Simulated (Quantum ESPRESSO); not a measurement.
Here is a Quantum ESPRESSO 7.5 calculation.

Contents of run.py:

```python
import numpy as np
from ase.calculators.espresso import Espresso, EspressoProfile
from ase.io import read

atoms = read('POSCAR')

input_data = {
    'control': {'calculation': 'scf', 'prefix': 'pwscf', 'outdir': './tmp', 'tprnfor': True, 'tstress': True, 'disk_io': 'nowf'},
    'system': {'ecutwfc': 55.0, 'ecutrho': 440.0, 'nbnd': 14, 'occupations': 'smearing', 'smearing': 'fd', 'degauss': 0.00367493},
    'electrons': {'conv_thr': 4e-10, 'electron_maxstep': 120, 'mixing_beta': 0.5},
}
pseudopotentials = {'Cl': 'cl_pbe_v1.4.uspp.F.UPF', 'Na': 'na_pbe_v1.5.uspp.F.UPF'}
profile = EspressoProfile(command='pw.x', pseudo_dir='pseudo')
dft = Espresso(profile=profile, input_data=input_data, pseudopotentials=pseudopotentials, kpts=(8, 8, 8), koffset=(0, 0, 0))
atoms.calc = dft

print(f'energy {atoms.get_potential_energy():.8f} eV')
print('forces (eV/A)')
print(np.round(atoms.get_forces(), 6))
print('stress (eV/A^3, Voigt)')
print(np.round(atoms.get_stress(), 8))
print(f'Fermi level {dft.get_fermi_level():.4f} eV')
```

POSCAR

```
NaCl
1.0
    3.5021900000      0.0000000000      0.0000000000
    0.0000000000      3.5021900000      0.0000000000
    0.0000000000      0.0000000000      3.5021900000
Cl Na
1 1
Direct
    0.5000000000      0.5000000000      0.5000000000
    0.0000000000      0.0000000000      0.0000000000
```

Potentials or basis: SSSP 1.3 efficiency PBE.

The run is started by

```console
$ OMP_NUM_THREADS=1 python run.py
```

(1) Estimate the pressure.

(2) What does it give for the band gap on the k mesh?

Answers

(1) 0.2 GPa.

(2) 3.98 eV, indirect (least direct gap 4.47 eV).
